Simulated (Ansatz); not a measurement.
Runs of Ansatz 0.2.0 on SnTe. The structure is cubic, space group Fm-3m (No. 225). Conventional cell: a = 6.302 Å, b = 6.302 Å, c = 6.302 Å, α = 90.00°, β = 90.00°, γ = 90.00°. Te (site symmetry m-3m) is surrounded by 6 Sn at 3.15 Å. Around Sn (site symmetry m-3m) lie 6 Te at 3.15 Å. 

```csv
task,level,potentials or basis,cell,cutoff (eV),points for each segment of the path,pressure (GPa),V0 of scaled cells (Å³/atom),relaxed volume (Å³/atom),B0 (GPa)
band structure,PBE,Ansatz NC,as given,1120,14,2.2,-,-,-
equation of state,PBE,Ansatz PAW small core,as given,420,-,-,(b),-,40
band structure,SVWN5,Ansatz PAW,as given,420,14,-1.6,-,-,-
relaxation of cell and atoms,BLYP+D4,Ansatz PAW,relaxed,420,-,0.0,-,32.57,-
relaxation of cell and atoms,r2SCAN+rVV10,Ansatz PAW,relaxed,500,-,0.0,-,31.69,-
equation of state,PBEsol+D3(BJ),Ansatz PAW,as given,420,-,-,(a),-,53
equation of state,m-r2SCAN,Ansatz PAW,as given,500,-,-,32.30,-,44
relaxation of cell and atoms,RPBE,Ansatz PAW,relaxed,420,-,0.0,-,34.05,-
```

Alike in all rows: no spin polarisation; k mesh 7 × 7 × 7; smearing fermi-dirac 0.05 eV.

Task: Estimate the missing entries.

Result: (a) 29.72; (b) 32.87.

Caveats: the PAW data sets come from PBE, with cores solved anew for the run's functional, which leaves a small shift of forces and pressure (some runs); the plane-wave basis is chosen anew once the cell has moved, so the energies of steps on either side of that aren't comparable (some runs); the PAW data sets were made with another functional, which shifts forces and pressure a little (some runs).
